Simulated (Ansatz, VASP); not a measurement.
Al in VASP and in Ansatz

The input INCAR:

```
SYSTEM = Al
PREC = Accurate ; ENCUT = 520
EDIFF = 1E-8 ; ISMEAR = -1
SIGMA = 0.05 ; LREAL = .FALSE.
LASPH = .TRUE. ; NELM = 80
ALGO = Normal ; ISIF = 2
LWAVE = .FALSE. ; LCHARG = .FALSE.
GGA = PS ; LEFG = .TRUE.
NBANDS = 8
```

File KPOINTS:

```
regular mesh
0
G
  19 19 19
  0 0 0
```

The input POSCAR:

```
Al
1.0
   -1.6390773633      1.6390773633      1.6390773633
    1.6390773633     -1.6390773633      1.6390773633
    1.6390773633      1.6390773633     -1.6390773633
Al
1
Direct
    0.0000000000      0.0000000000      0.0000000000
```

Input for Ansatz:

```yaml
crystal:
  lattice:
    - [-1.6390773633, 1.6390773633, 1.6390773633]
    - [1.6390773633, -1.6390773633, 1.6390773633]
    - [1.6390773633, 1.6390773633, -1.6390773633]
  atoms:
    - { symbol: Al, position: [0.0, 0.0, 0.0] }
kpoints:
  mp_grid: { grid: [19, 19, 19] }
scf:
  occupations: { method: fermi_dirac, width: 0.05 }
hamiltonian:
  xc: pbesol
  pseudopotentials: { kind: paw }
output:
  forces: true
  stress: true
  eigenvalues: true
  efg: { contact_densities: true }
```

Change from the starting cell: functional pbesol, volume scaled by 1.04, PAW files.

Alike in both runs: task electric field gradients; functional PBEsol; k mesh 19 × 19 × 19; occupations fermi-dirac, width 0.05 eV; no spin polarisation.

```csv
,VASP,Ansatz
version,VASP 6.6.1,Ansatz 0.2.0
potentials or method,"VASP PAW PBE potentials, release 64 (Al)","PAW with Ansatz's default frozen-core files, scalar-relativistic"
plane-wave cutoff (eV),520,420
valence electrons in the cell,3,3
```

|  | VASP | Ansatz | Ansatz less VASP |
| --- | --- | --- | --- |
| pressure (GPa) | -3.9 | -3.9 | -0.04 |
| Vzz of the field gradient on the site that differs most (V/Å²) | 0.0 | 0.0 | 0.00 |

With one functional, cell and mesh, what is left measures potentials, basis and numerics.

Caveats: the PAW data sets were made with another functional, which shifts forces and pressure a little (VASP).
